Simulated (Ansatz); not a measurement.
Crystal: In.

```
CELL_PARAMETERS angstrom
1.66964 0.96397 8.20746
-1.66964 0.96397 8.20746
0.00000 -1.92793 8.20746
ATOMIC_POSITIONS crystal
In 0.22199 0.22199 0.22199
In 0.77801 0.77801 0.77801
In 0.00000 0.00000 0.00000
```

This isn't the form of In at room conditions, which is tetragonal.

| Quantity | Value |
| --- | --- |
| Program | Ansatz 0.2.0 |
| Task | relaxation of cell and atoms |
| Functional | PBEsol |
| Dispersion | D4 |
| Potentials or basis | Ansatz PAW |
| Cutoff | 420 eV (not typed: the program's choice for these potentials) |
| k mesh | 9 × 9 × 9 |
| Occupations | fermi-dirac, width 0.05 eV |
| Spin | no spin polarisation |

At the start: volume 26.42 Å³/atom.

Task: Where does the relaxation end?

Result: It ends after 6 steps and the volume is 24.94 Å³/atom (-5.6 %); space group R-3m (No. 166, to 0.05 Å).

Step by step:
| step | energy change (eV) | largest force (eV/Å) | volume (Å³) |
| --- | --- | --- | --- |
| 1 | 0.0000 | 0.0237 | 79.26 |
| 2 | -0.0369 | 0.0168 | 74.73 |
| 3 | -0.0389 | 0.0053 | 74.71 |
| 4 | -0.0404 | 0.0013 | 74.77 |
| 5 | -0.0405 | 0.0010 | 74.83 |
| 6 | -0.0395 | 0.0011 | 74.83 |

Final structure:
```
In
1.0
     1.65718    0.95677    7.86583
    -1.65718    0.95677    7.86583
     0.00000   -1.91355    7.86583
In
3
Direct
  0.22179 0.22179 0.22179
  0.77821 0.77821 0.77821
  0.00000 0.00000 0.00000
```

Caveat: the plane-wave basis is chosen anew once the cell has moved, so the energies of steps on either side of that aren't comparable; pairwise dispersion overbinds metals, which lowers pressure and volume; the PAW data sets come from PBE, with cores solved anew for the run's functional, which leaves a small shift of forces and pressure.
